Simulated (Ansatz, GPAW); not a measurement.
# The basis that the transmission of a C chain with two Ti atoms in line needs

Wanted: the zero-bias transmission of a C chain with two Ti atoms in line on a ladder of levels, with run times.

Calculated with GPAW 26.7.0 and Ansatz 0.2.0; Ansatz plane waves; Landauer transmission by layers, zero bias, in the first sound run; inputs show where later runs differ.

## 1. Starting point

The cell holds 14 atoms: 12 C and 2 Ti. Its edges and angles: a = 9.000 Å, b = 9.000 Å, c = 19.778 Å, α = 90.0°, β = 90.0°, γ = 90.0°. Regions: left lead, 6 atoms (6 C); channel, 2 atoms (2 Ti); right lead, 6 atoms (6 C). Vacuum lies along a and b. The structure is stacked along c, and the current runs across the ab planes.

## 2. Plane-wave reference (PBE)

Plane waves give the reference curve, free of the bias of atom-centred orbitals.

The input, input.yaml:

```yaml
crystal:
  lattice:
    - [9.0, 0.0, 0.0]
    - [0.0, 9.0, 0.0]
    - [0.0, 0.0, 19.7782]
  atoms:
    - { symbol: C, position: [0.5, 0.5, 0.0323588598] }
    - { symbol: C, position: [0.5, 0.5, 0.0970765793] }
    - { symbol: C, position: [0.5, 0.5, 0.1617942988] }
    - { symbol: C, position: [0.5, 0.5, 0.2265120183] }
    - { symbol: C, position: [0.5, 0.5, 0.2912297378] }
    - { symbol: C, position: [0.5, 0.5, 0.3559474573] }
    - { symbol: Ti, position: [0.5, 0.5, 0.4418551739] }
    - { symbol: Ti, position: [0.5, 0.5, 0.5581448261] }
    - { symbol: C, position: [0.5, 0.5, 0.6440525427] }
    - { symbol: C, position: [0.5, 0.5, 0.7087702622] }
    - { symbol: C, position: [0.5, 0.5, 0.7734879817] }
    - { symbol: C, position: [0.5, 0.5, 0.8382057012] }
    - { symbol: C, position: [0.5, 0.5, 0.9029234207] }
    - { symbol: C, position: [0.5, 0.5, 0.9676411402] }
kpoints:
  mp_grid: { grid: [1, 1, 4] }
hamiltonian:
  xc: pbe
scf:
  occupations: { method: fermi_dirac, width: 0.1 }
output:
  transmission:
    leads: [[0, 1]]
    e_range: [-2, 2]
    de: 0.05
    kmesh: [1, 1]
    reduced_basis: true
  write_potential: true
  write_density: true
  volumetric_format: npy
```

The run is started by

```bash
$ ansatz run input.yaml --threads 2 --pin off --max-ram 4096MiB --backend cpu --events-out ev --progress --plain --runs-dir out
```

Numbers of over 12 decimals in the logs are rounded to 6 here.

Output:

```text
Engine: ansatz 0.2.0, x86_64-unknown-linux-gnu
Pseudopotentials: kind: paw
Pseudopotential: C, paw, valence charge 4, recommended cutoff 420 eV (normal), C.paw.azcp
Pseudopotential: Ti, paw, valence charge 12, recommended cutoff 420 eV (normal), Ti.paw.azcp
Functional definition: PBE
  parameter kappa = 0.804
  parameter beta = 0.066725
  exchange = pbe_x(kappa = kappa, mu = beta*pi^2/3)
  correlation = pbe_c(beta = beta)
Crystal: 14 atoms, lattice volume = 1602.034 Å³
Basis set: ecut = 420 eV, 31303 PW (Γ)
Bands: 50, of which v1, the nominal top of the filled ones, is band 36 counted from 1 (35 counted from 0)
Symmetry: 16 space group operations
Space group: P4/mmm (ITA 123), of the structure as read, at distance tolerance 1.2e-4 Å
k-points: 3 of 4
Non-local potential: C, projectors of the file, l = 0: 2, l = 1: 2, l = 2: 1
Non-local potential: Ti, projectors of the file, l = 0: 3, l = 1: 2, l = 2: 3, l = 3: 1
PAW form: soft (Blöchl's): semilocal exchange-correlation on the pseudo side does not see the compensation charge
PAW one-centre angular grid: C, 110 points (default); XC on 64 Gauss nodes
PAW one-centre angular grid: Ti, 590 points (default); XC on 64 Gauss nodes
Initial density: superposition of atomic densities (neutral atoms: chi_scale 0, normalization atom), corrected by the library's trained network
Initial wavefunctions: pseudopotential atomic-orbital guess
Functional: x = pbe(κ = 0.804, μ = 0.219515), c = pbe(β = 0.066725)
SCF iter   1: F=—  HF=-7997.511198 eV  |F-HF|=—  |Δ(HF+E_count)|=         —  Δρ=3.61e-2  dr2=4.41e1  ethr=1.77e-3  ⟨swp⟩=21.3  Hψ=1034  notcnv=0
preconditioner: auto → LDOS  [metal: Δε(μ)=0.053 eV  Ē_g=5.058 eV  σ=0.100 eV  W_gap=0.13  n_scr=126 (ndim 8)  ℏωp=5.4 eV  f_vac=0.688  D(μ)=18.90/eV (n_scr^D=84)  β→1.0]
SCF iter   2: F=—  HF=-7995.238570 eV  |F-HF|=—  |Δ(HF+E_count)|=    2.27e0  Δρ=2.58e-2  dr2=1.67e1  ethr=1.77e-3  ⟨swp⟩=5.0  Hψ=456  notcnv=0
SCF iter   3: F=—  HF=-7991.048359 eV  |F-HF|=—  |Δ(HF+E_count)|=    4.19e0  Δρ=7.19e-3  dr2=1.27e0  ethr=1.77e-3  ⟨swp⟩=5.0  Hψ=460  notcnv=0
SCF iter   4: F=—  HF=-7990.822445 eV  |F-HF|=—  |Δ(HF+E_count)|=   2.26e-1  Δρ=2.12e-3  dr2=2.14e-1  ethr=1.76e-3  ⟨swp⟩=4.7  Hψ=400  notcnv=0  defer=1
SCF iter   5: F=—  HF=-7990.805512 eV  |F-HF|=—  |Δ(HF+E_count)|=   1.69e-2  Δρ=9.49e-4  dr2=1.99e-2  ethr=2.97e-4  ⟨swp⟩=4.0  Hψ=223  notcnv=0
SCF iter   6: F=—  HF=-7990.806317 eV  |F-HF|=—  |Δ(HF+E_count)|=   8.05e-4  Δρ=4.11e-4  dr2=6.47e-3  ethr=2.76e-5  ⟨swp⟩=5.0  Hψ=377  notcnv=0  defer=1
SCF iter   7: F=—  HF=-7990.806540 eV  |F-HF|=—  |Δ(HF+E_count)|=   2.23e-4  Δρ=1.65e-4  dr2=1.26e-3  ethr=8.99e-6  ⟨swp⟩=2.3  Hψ=213  notcnv=0
SCF iter   8: F=—  HF=-7990.806519 eV  |F-HF|=—  |Δ(HF+E_count)|=   2.08e-5  Δρ=2.51e-5  dr2=1.06e-5  ethr=1.75e-6  ⟨swp⟩=2.0  Hψ=197  notcnv=0
SCF iter   9: F=—  HF=-7990.806750 eV  |F-HF|=—  |Δ(HF+E_count)|=   2.31e-4  Δρ=7.29e-6  dr2=8.76e-7  ethr=1.47e-8  ⟨swp⟩=2.7  Hψ=284  notcnv=0
SCF iter  10: F=—  HF=-7990.806752 eV  |F-HF|=—  |Δ(HF+E_count)|=   1.52e-6  Δρ=3.33e-6  dr2=4.71e-7  ethr=1.39e-10  ⟨swp⟩=14.3  Hψ=667  notcnv=0
SCF iter  11: F=-7990.806752 eV  HF=-7990.806752 eV  |F-HF|=2.57e-9  |Δ(HF+E_count)|=   8.56e-8  Δρ=6.80e-7  dr2=8.58e-9  ethr=1.39e-10  ⟨swp⟩=1.3  Hψ=320  notcnv=0
SCF 1 converged in 11 iterations: F = -7990.806752 eV  dr2 = 8.58e-9
  greatest PAW one-centre occupation: 0.999 electrons in one spin orbital (limit 2), on the Ti atom at site 7 (counted from 0), in its partial waves of l = 0
transmission: 25 of 150 steps passed
transmission: 50 of 150 steps passed
[...]
transmission: 150 of 150 steps passed
WARN: The output density's exchange-correlation potential varies sharply where the density is thin. Do not read a vacuum level from v_tot or v_xc, or from such a field of the output density. On a cell that repeats whose density bears no net charge and no dipole along the vacuum's axis use v_es (v_loc + v_h of the components); under efield.dipole_correction with no amplitude use v_es + v_field, which holds any externa [...]
SCF converged after 11 iterations
Free energy (F): -7990.806752 eV
Harris-Foulkes:  -7990.806752 eV  (|F-HF|=2.57e-9)
Internal energy: -7990.543668 eV  (E = F + TS)
E sigma→0 (E₀):  -7990.675210 eV
Entropy (-TS):   -0.263084 eV (-18.792 meV/atom)
Fermi energy:    -3.634679 eV
--- Per-component energies (eV) ---
  E_band       = -1289.068618
  E_kinetic    = 1613.582733
  E_local      = -12237.720773  (includes V_loc(G=0)·N_el)
  E_nonlocal   = 359.955430
  E_hartree    = 5168.519731
  E_xc         = -752.994065
  E_vxc        = -931.608003  (∫ρ·V_xc dr)
  E_paw        = -3291.868498  (= ΣΔE_a)
  E_vpaw       = -430.316936  (= ΣTr[D̂ρ^β])
  E_aug_tail   = 0.000335  (compensation charges beyond the density's cutoff)
  E_ewald      = 1149.981440
  E_smearing   = -0.263084  (= −TS)
  E_closure    = 0.000000  (closes the sum)
  Σ components = -7990.806752   (vs F -7990.806752, Δ=0.00e0)
--- Band table (eV) ---
  k-point 0: bands = [... 32 lower, -4.8392, -4.4006, -4.4006, -4.0555, -3.3744, -3.3691, -2.6672, -2.6672, ... 10 higher]
  k-point 1: bands = [... 32 lower, -5.0624, -4.0899, -4.0899, -4.0555, -3.3744, -3.3691, -3.0553, -3.0553, ... 10 higher]
  k-point 2: bands = [... 32 lower, -5.2227, -4.0555, -3.6061, -3.6061, -3.5711, -3.5711, -3.3744, -3.3691, ... 10 higher]
--- Transmission ---
  basis      : 717 plane waves across, 25 finite elements along
  points     : 1, standing for a mesh of 1 x 1
  energies   : 81 from -2.000000 to 2.000000 eV about the Fermi level, 0.050000 eV apart; the leads are filled to 0.000000 eV, and channels, transmission and decay are at 0.000000 eV
  crystal 0  : C1, at the sites [0, 1], period 1.2800 Å, over 15.36 Å; its Hamiltonian steps by up to 9.4 meV
    offset         : up to 0.0000 Å between an atom of the period and one for which it stands
    channels       : 2.000000e0 a spin
    conductance    : none, the energies end too early or step too widely for 300 K: set another output.transmission.e_range or a lower de, or, where they end at an eighth of basis.ecutwfc, a higher one
  junction   : crystal 0 to crystal 0, 0.53 to 19.03 Å
    transmission   : 1.998893e0 a spin
    error estimate : 1.204741e-4 a spin from the reduction of the transverse basis, at the most 1.212778e-4 at -0.200000 eV
    conductance    : none, the energies end too early or step too widely for 300 K: set another output.transmission.e_range or a lower de, or, where they end at an eighth of basis.ecutwfc, a higher one
```

It took 46 s on 2 threads of Intel Xeon 6975P-C (Granite Rapids), shared host; peak memory 1.7 GiB; 72 s of CPU time.

The column dr2 measures how far the density is from self-consistency, as an energy; F and HF (Harris–Foulkes) agree once it is small.

Numbers from this step:

| Property | Result |
| --- | --- |
| free energy | -7990.8068 eV |
| smearing term TS | 0.2631 eV |
| symmetry operations | 16 |
| lead level | 0 eV from the Fermi level |
| transmission at the Fermi level (one spin) | 1.999 |
| open channels of the lead at the Fermi level (one spin) | 2 |
| step of the potential along the lead | 9.4 meV |
| offset of the lead | 0 Å |

One spin. Table of transmission, zone mean by energy, zero at the Fermi level:

energy (eV), transmission, zone mean and a bar from the least value:
```
   -2.000       0.22 
   -1.800       0.31 ##
   -1.600       0.44 ####
   -1.400       0.62 #######
   -1.200       0.84 ##########
   -1.000       1.11 ###############
   -0.800       1.40 ####################
   -0.600       1.66 ########################
   -0.400       1.86 ############################
   -0.200       1.97 ##############################
   -0.050       2.00 ##############################
    0.000       2.00 ##############################
    0.200       1.96 #############################
    0.400       1.87 ############################
    0.600       1.76 ##########################
    0.800       1.64 ########################
    1.000       1.51 ######################
    1.200       1.39 ####################
    1.400       1.27 ##################
    1.600       1.16 ################
    1.800       1.04 ##############
    2.000       0.93 ############
```

One spin. The open channels, zone mean stays at 2 for energy from -2 to 2 eV.

Crystal 0, spin -, k parallel (0, 0); distinct values, listed up to 1.5 1/Å. Table of Im kz of the slowest decaying states by energy, zero at the Fermi level:

```tsv
energy (eV)	decay 1 (Å⁻¹)	decay 2 (Å⁻¹)	decay 3 (Å⁻¹)	decay 4 (Å⁻¹)
-2.0000	0.871	1.28	1.44	1.45
-1.7500	0.874	1.26	1.42	1.43
-1.5000	0.875	1.23	1.40	1.40
-1.2500	0.876	1.20	1.37	1.38
-1.0000	0.876	1.17	1.35	1.36
-0.7500	0.876	1.15	1.32	1.33
-0.5000	0.875	1.12	1.30	1.31
-0.2500	0.873	1.09	1.27	1.28
0.0000	0.870	1.05	1.25	1.26
0.2500	0.867	1.02	1.22	1.23
0.5000	0.864	0.988	1.19	1.20
0.7500	0.859	0.953	1.17	1.17
1.0000	0.854	0.917	1.14	1.15
1.2500	0.849	0.880	1.11	1.12
1.5000	0.841	0.842	1.08	1.09
1.7500	0.800	0.836	1.05	1.06
2.0000	0.756	0.828	1.02	1.02
```

Crystal 0, spin -, k parallel (0, 0). Table of Re kz of states that move upwards, channel 1 = channel 2 by energy, zero at the Fermi level:

energy (eV), Re kz of states that move upwards, channel 1 = channel 2 (Å⁻¹) and a bar from the least value:
```
    -2.00       0.98 
    -1.90       0.99 #
    -1.80       1.01 ##
    -1.70       1.02 ###
    -1.55       1.04 ####
    -1.45       1.05 #####
    -1.35       1.07 ######
    -1.25       1.08 #######
    -1.15       1.09 #######
    -1.05       1.11 ########
    -0.90       1.13 #########
    -0.80       1.14 ##########
    -0.70       1.15 ###########
    -0.60       1.16 ############
    -0.50       1.18 #############
    -0.40       1.19 #############
    -0.25       1.21 ##############
    -0.15       1.22 ###############
    -0.05       1.23 ################
     0.00       1.23 ################
     0.05       1.24 #################
     0.15       1.25 #################
     0.25       1.26 ##################
     0.40       1.28 ###################
     0.50       1.29 ####################
     0.60       1.30 #####################
     0.70       1.31 #####################
     0.80       1.33 ######################
     0.90       1.34 #######################
     1.05       1.35 ########################
     1.15       1.36 ########################
     1.25       1.37 #########################
     1.35       1.38 ##########################
     1.45       1.39 ##########################
     1.55       1.41 ###########################
     1.70       1.42 ############################
     1.80       1.43 #############################
     1.90       1.44 #############################
     2.00       1.45 ##############################
```

The electrostatic potential energy of an electron (with the applied field's), less the Fermi level, planar mean oscillates, so the rows of the table below give means over windows of 1 Å about each position, cut where the curve ends. Its maxima inside the range that stand out by 2 % of the span (Å: eV): 1.3: 4.53, 2.5: 4.49, 3.8: 4.47, 5.1: 4.40, 6.4: 4.30, 7.6: 3.98, 10.0: 3.75, 12.2: 3.98, 13.3: 4.30, 14.7: 4.40, 16.0: 4.47, 17.3: 4.49, 18.5: 4.53. Its minima: 0.6: 3.88, 1.9: 3.85, 3.2: 3.82, 4.5: 3.78, 5.7: 3.69, 7.0: 3.56, 8.8: 2.46, 11.0: 2.46, 12.7: 3.56, 14.1: 3.69, 15.2: 3.78, 16.6: 3.82, 17.9: 3.85, 19.2: 3.88.

The electrostatic potential energy of an electron (with the applied field's), less the Fermi level, planar mean by z; means over each step:

```tsv
z (Å)	electrostatic potential energy of an electron (with the applied field's), less the Fermi level, planar mean (eV)
0	4.27
1	4.21
2	4.11
3	4.11
4	4.18
5	4.13
6	3.97
7	3.79
8	3.44
9	2.76
10	3.55
11	2.66
12	3.66
13	3.90
14	3.93
15	4.07
16	4.20
17	4.20
18	4.12
19	4.13
```

The valence density, planar mean oscillates, so the rows of the table below give means over windows of 1.47 Å about each position, cut where the curve ends. Its maxima inside the range that stand out by 2 % of the span (Å: e/Å³): 7.3: 0.0426, 8.8: 0.129, 11.0: 0.129, 12.5: 0.0426. Its minima: 7.9: 0.0289, 10.0: 0.0194, 11.9: 0.0289.

Valence density, planar mean against z; means over each step:

z (Å), valence density, planar mean (e/Å³) and a bar from the least value:
```
     0.73      0.039 #
     2.21      0.039 #
     3.68      0.039 #
     5.15      0.038 
     6.62      0.040 #
     8.09      0.064 #################
     9.55      0.050 #######
    11.03      0.086 ##############################
    12.50      0.038 
    13.97      0.039 #
    15.44      0.039 #
    16.91      0.039 
    18.38      0.039 #
```

T at the Fermi level is 2.00 of 2 open channels a spin.

## 3. GPAW, dzp

The script solves lead and junction separately, takes H and S in the orbital basis, and joins semi-infinite leads through their self-energies; the dzp basis is the working standard.

This step: GPAW LCAO, PAW setups; Landauer transmission from Green's functions with principal layers (ASE), zero bias (GPAW 26.7.0).

The input, run.py:

```python
import json
import numpy as np
from ase import Atoms
from ase.transport.calculators import TransportCalculator
from gpaw import GPAW, FermiDirac
from gpaw.lcao.tools import get_lcao_hamiltonian
from scipy.linalg import eigh

# The junction with lead layers at both ends, along the third cell vector
device = Atoms(
    ['C', 'C', 'C', 'C', 'C', 'C', 'Ti', 'Ti', 'C', 'C', 'C', 'C', 'C', 'C'],
    positions=[
        [4.50000, 4.50000, 0.64000],
        [4.50000, 4.50000, 1.92000],
        [4.50000, 4.50000, 3.20000],
        [4.50000, 4.50000, 4.48000],
        [4.50000, 4.50000, 5.76000],
        [4.50000, 4.50000, 7.04000],
        [4.50000, 4.50000, 8.73910],
        [4.50000, 4.50000, 11.03910],
        [4.50000, 4.50000, 12.73820],
        [4.50000, 4.50000, 14.01820],
        [4.50000, 4.50000, 15.29820],
        [4.50000, 4.50000, 16.57820],
        [4.50000, 4.50000, 17.85820],
        [4.50000, 4.50000, 19.13820]],
    cell=[[9.0, 0.0, 0.0], [0.0, 9.0, 0.0], [0.0, 0.0, 19.7782]],
    pbc=True)

# One principal layer of the lead: the first 4 atoms of the device
lead = Atoms(
    ['C', 'C', 'C', 'C'],
    positions=[
        [4.50000, 4.50000, 0.64000],
        [4.50000, 4.50000, 1.92000],
        [4.50000, 4.50000, 3.20000],
        [4.50000, 4.50000, 4.48000]],
    cell=[[9.0, 0.0, 0.0], [0.0, 9.0, 0.0], [0.0, 0.0, 5.12]],
    pbc=True)

settings = dict(mode='lcao', basis='dzp', xc='PBE', h=0.2,
                occupations=FermiDirac(0.1), maxiter=250,
                mixer=dict(beta=0.1, nmaxold=8, weight=100.0),
                convergence=dict(density=0.0001))
energies = np.arange(-2, 2 + 1e-9, 0.05)
eta = 0.0001
n1, n2 = 1, 1
# k and -k transmit alike, so half of the mesh across the current serves
mesh = [(i, j) for i in range(n1) for j in range(n2) if (i, j) <= (-i % n1, -j % n2)]
weights = np.array([1 if (i, j) == (-i % n1, -j % n2) else 2 for i, j in mesh]) / (n1 * n2)

# [... helper functions left out ...]
fermi_lead = ground_state(lead, (1, 1, 22), 'lead.txt')
fermi_device = ground_state(device, (1, 1, 4), 'device.txt')
# [... loop over the mesh left out, but for ...]
        # Shift the lead onto the potential of the device's first layer
        shift = ((H[:, 0, 0] - H0[:, 0, 0]) / S0[0, 0]).real.mean()
# [...]
kT = 8.617333e-5 * 200
bias = [0.1, 0.2, 0.5, 1.0, 1.5, 2.0]
# [... integrals and printing left out ...]
```

The run is started by

```bash
$ OMP_NUM_THREADS=1 OPENBLAS_NUM_THREADS=2 python run.py
```

Output:

```text
basis functions: device 214, principal layer 52
Fermi level: lead -4.2215 eV, device -3.6668 eV; lead shifted by -0.0474 eV
largest coupling past the next layer 1.03e-04 eV, largest misfit of the first layer 0.033 eV
  E-E_F (eV)   T (one spin)  channels
    -2.000    2.2660e-01    2.0000
    -1.950    2.4719e-01    2.0000
    -1.900    2.6967e-01    2.0000
    -1.850    2.9418e-01    2.0000
    -1.800    3.2089e-01    2.0000
    -1.750    3.4998e-01    2.0000
    -1.700    3.8159e-01    2.0000
    -1.650    4.1592e-01    2.0000
    -1.600    4.5312e-01    2.0000
    -1.550    4.9334e-01    2.0000
    -1.500    5.3672e-01    2.0000
    -1.450    5.8337e-01    2.0000
    -1.400    6.3336e-01    2.0000
    -1.350    6.8675e-01    2.0000
    -1.300    7.4350e-01    2.0000
    -1.250    8.0355e-01    2.0000
[...]
1.650    1.0426e+00    2.0000
     1.700    1.0119e+00    2.0000
     1.750    9.8152e-01    2.0000
     1.800    9.5134e-01    2.0000
     1.850    9.2137e-01    2.0000
     1.900    8.9161e-01    2.0000
     1.950    8.6205e-01    2.0000
     2.000    8.3268e-01    2.0000
conductance at 200 K: 1.9922 G0 a cell; thermopower 0.3245 uV/K
current from the zero-bias T(E) at 0.1 V: 15.431 uA
current from the zero-bias T(E) at 0.2 V: 30.83 uA
current from the zero-bias T(E) at 0.5 V: 76.533 uA
current from the zero-bias T(E) at 1.0 V: 149.22 uA
current from the zero-bias T(E) at 1.5 V: 214.55 uA
current from the zero-bias T(E) at 2.0 V: 270.19 uA
```

The job ended after 32 s (2 threads; peak memory 0.68 GiB).

This step gave:

```yaml
conductance: 1.992 G₀
largest_coupling_past_the_next_principal_layer: 1.03e-4 eV
largest_misfit_of_the_first_principal_layer: 0.03299 eV
shift_that_aligns_the_lead: -0.04741 eV
basis_functions_of_the_junction: 214
basis_functions_of_a_principal_layer: 52
transmission_at_the_fermi_level_one_spin: 1.993
```

One spin. Transmission, zone mean against energy, zero at the Fermi level:

```tsv
energy (eV)	transmission, zone mean
-2.000	0.227
-1.800	0.321
-1.600	0.453
-1.400	0.633
-1.200	0.867
-1.000	1.14
-0.800	1.44
-0.600	1.70
-0.400	1.89
-0.200	1.98
-0.100	2.00
0.000	1.99
0.200	1.94
0.400	1.84
0.600	1.72
0.800	1.59
1.000	1.46
1.200	1.33
1.400	1.20
1.600	1.07
1.800	0.951
2.000	0.833
```

Crossings of the lead's bands, unfolded to its shortest repeat. The open channels, zone mean stays at 2 for energy from -2 to 2 eV.

Not self-consistent under bias; the bias window is split evenly. Table of current through one cell, from the zero-bias transmission by bias:

```tsv
bias (V)	current through one cell, from the zero-bias transmission (μA)
0.100	15.4
0.200	30.8
0.500	76.5
1.000	149
1.500	215
2.000	270
```

Transmission of the three most open eigenchannels against energy, zero at the Fermi level:

```tsv
energy (eV)	channel 1 = channel 2	channel 3
-2.00	0.113	0
-1.85	0.147	0
-1.70	0.191	0
-1.60	0.227	0
-1.45	0.292	0
-1.30	0.372	0
-1.15	0.466	0
-1.05	0.536	0
-0.90	0.646	0
-0.75	0.754	0
-0.60	0.850	0
-0.50	0.903	0
-0.35	0.961	0
-0.20	0.992	0
-0.05	0.999	0
0.00	0.997	0
0.05	0.992	0
0.20	0.969	0
0.35	0.935	0
0.50	0.893	0
0.60	0.862	0
0.75	0.814	0
0.90	0.764	0
1.05	0.714	0
1.15	0.681	0
1.30	0.632	0
1.45	0.584	0
1.60	0.537	0
1.70	0.506	0
1.85	0.461	0
2.00	0.416	0
```

At the Fermi level T is 1.99 against 2.00 in plane waves. Couplings past the next layer reach 1.0e-4 eV, small enough to drop; the matrix elements of the cell's first layer differ from the bulk lead's by up to 0.033 eV. That layer keeps its own values in the calculation, and only beyond it is the lead taken as perfect. The Fermi levels of lead and junction count from different zeros of potential, one for each periodic cell; with both set to zero, the small remaining shift is what aligns them. By hand: G = 1.992 × 77.48 μS = 154 μS, a resistance of 6.48 kΩ; at 0.1 V a linear junction would pass 15.4 μA, and the integral over the bias window gives 15.4 μA.

[end of part 1 of 2]

[Logs are printed without paths, hosts, clocks, repeated set-up lines and the standing remarks that a program may print on its own settings, such as how far it seeks lower states.]

[Hosts, paths, dates, database ids (printed as entryN), source tags and the programs' standing remarks are cut or masked in the printed files.]
